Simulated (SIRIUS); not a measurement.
CdS (Hawleyite) under changes of volume

One of the cells (24.808 Å³/atom); the others are scaled copies at fixed shape and fractional positions:

```
Cd S
1.0
     0.00000    2.91650    2.91650
     2.91650    0.00000    2.91650
     2.91650    2.91650    0.00000
Cd S
1 1
Direct
  0.00000 0.00000 0.00000
  0.75000 0.75000 0.75000
```

| Item | Value |
| --- | --- |
| Program | SIRIUS 7.12.0 |
| Functional | LDA |
| Potentials or basis | all-electron FP-LAPW |
| Cutoff | 174 eV |
| Basis | apw+lo standard |
| k mesh | 8 × 8 × 8 |
| Occupations | fermi-dirac, width 0.05 eV |
| Spin | no spin polarisation |

```csv
volume (Å³/atom),energy over the lowest point (meV/atom),gap on the mesh (eV)
23.319,2.46,0.99
23.815,0.00,0.95
24.312,?,?
24.808,7.63,0.86
25.304,17.21,0.82
25.800,30.12,0.78
26.296,45.07,0.74
```

**Question.** What does the run at 24.312 Å³/atom give?

**Answer.** Energy over the lowest point 2.43 meV/atom; gap on the mesh 0.90 eV.

Worked out: A Birch-Murnaghan fit of order 3 (a polynomial in V^(-2/3)) to the other rows has its minimum at 23.84 Å³/atom with B0 = V·E''(V) = 71 GPa and B' = 5.4. It gives 1.80 meV/atom at 24.312 Å³/atom, against the run's 2.43. A straight line through the other rows of the gap, of slope -2.09 eV per unit of ln V (its deformation potential), gives 0.90 eV, against the run's 0.90.

Energies are extrapolated to zero smearing.

Spin-orbit coupling on Cd is left out.
